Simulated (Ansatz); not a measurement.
# MgTe: pressure against volume, fitted

```xyz
4
Lattice="4.5400 0.0000 0.0000 -2.2700 3.9318 0.0000 0.0000 0.0000 7.3950" Properties=species:S:1:pos:R:3 pbc="T T T"
Mg    0.0000    2.6212    0.0000
Mg    2.2700    1.3106    3.6975
Te    0.0000    2.6212    2.7361
Te    2.2700    1.3106    6.4336
```

Atom numbers follow the list: Mg1, Mg2, Te3, Te4.

The cell is COD entry 1538744, as deposited and not checked against the literature; nothing was relaxed.

No spin–orbit coupling, which matters for the heavy atoms here.

Level of theory: DFT, PBEsol, all-electron LAPW, scalar-relativistic in Ansatz 0.2.0.

Sampling and basis: a Γ-centred 9×9×5 k mesh, Fermi–Dirac smearing of 0.03 eV, basis error target 0.5 meV/atom, no spin polarisation.

The cell is scaled evenly. Fractional coordinates are held (clamped ions).

| V (Å³/atom) | P (GPa) |
| --- | --- |
| 31.681 | 2.13 |
| 32.341 | 1.24 |
| 32.671 | 0.83 |
| 33.001 | 0.44 |
| 33.331 | 0.07 |
| 33.661 | -0.28 |
| 34.321 | -0.93 |
| 34.981 | -1.52 |

Q: Fit a third-order Birch–Murnaghan curve to the pressures.

A: P = (3B0/2)(y^(7/2) − y^(5/2))[1 + (3/4)(B0′ − 4)(y − 1)] with y = (V0/V)^(2/3) fits within 0.01 GPa for V0 = 33.395 Å³/atom, B0 = 36.1 GPa and B0′ = 4.23.

Q: Predict the pressure at the withheld volume, 31.020 Å³/atom.

A: There y = 1.0504, so the fit gives 3.12 GPa; the run gave 3.11 GPa.
